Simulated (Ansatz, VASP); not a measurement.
## CuO: VASP beside Ansatz

Contents of INCAR:

```
ALGO = Normal ; EDIFF = 1E-7
ENCUT = 520 ; GGA = PE
ISIF = 2 ; ISMEAR = -1
LASPH = T ; LCHARG = F
LREAL = F ; LWAVE = F
NBANDS = 34 ; NELM = 80
PREC = Accurate ; SIGMA = 0.05
```

KPOINTS

```
k-points
0
Gamma
  7 7 7
```

Contents of POSCAR:

```
CuO
1.0
    4.1047012280      0.0000000000      0.0000000000
    0.0000000000      4.1047012280      0.0000000000
    0.0000000000      0.0000000000      3.8351008429
Cu O
3 3
Direct
    0.5000000000      0.0000000000      0.5000000000
    0.0000000000      0.5000000000      0.5000000000
    0.0000000000      0.0000000000      0.0000000000
    0.0000000000      0.0000000000      0.5000000000
    0.5000000000      0.0000000000      0.0000000000
    0.0000000000      0.5000000000      0.0000000000
```

The input input.yaml:

```yaml
crystal:
  lattice:
    - [4.104701228, 0.0, 0.0]
    - [0.0, 4.104701228, 0.0]
    - [0.0, 0.0, 3.8351008429]
  atoms:
    - { symbol: Cu, position: [0.5, 0.0, 0.5] }
    - { symbol: Cu, position: [0.0, 0.5, 0.5] }
    - { symbol: Cu, position: [0.0, 0.0, 0.0] }
    - { symbol: O, position: [0.0, 0.0, 0.5] }
    - { symbol: O, position: [0.5, 0.0, 0.0] }
    - { symbol: O, position: [0.0, 0.5, 0.0] }
hamiltonian:
  xc: pbe
  pseudopotentials: { kind: paw }
kpoints:
  mp_grid: { grid: [7, 7, 7] }
scf:
  occupations: { method: fermi_dirac, width: 0.05 }
output:
  forces: true
  stress: true
  eigenvalues: true
```

Change from the starting cell: volume scaled by 0.96.

Alike in both runs: task single point; functional PBE; k mesh 7 × 7 × 7; occupations fermi-dirac, width 0.05 eV; no spin polarisation.

|  | VASP | Ansatz |
| --- | --- | --- |
| version | VASP 6.6.1 | Ansatz 0.2.0 |
| potentials or method | VASP PAW PBE potentials, release 64 (Cu, O) | Ansatz PAW |
| plane-wave cutoff (eV) | 520 | 420 |
| valence electrons in the cell | 51 | 75 |

Ansatz gave:

| Quantity | Value |
| --- | --- |
| gap on the k mesh at the Fermi level (eV) | none |
| pressure (GPa) | 8.5 |
| largest component of the traceless stress (GPa) | 2.43 |

**Question.** What did VASP give for the same quantities?

**Answer.** gap on the k mesh at the Fermi level (eV): none; pressure (GPa): 9.1; largest component of the traceless stress (GPa): 3.07.

A gap of «none» marks a metal or a gap that the smearing closes. The functional is the same, so the differences come from potentials, cutoffs and numerics. The two sets of potentials don't hold the same shells in valence.

Caveats: an odd number of electrons without spin polarisation forces a metal; a magnetic or distorted state may lie lower; the run has no spin polarisation, though such a crystal can be magnetic; semilocal functionals often make such compounds metallic where correlation or magnetic order opens a gap, which also shifts bond lengths; the pressure holds a Pulay correction of +0.7 GPa for the finite cutoff (Ansatz).
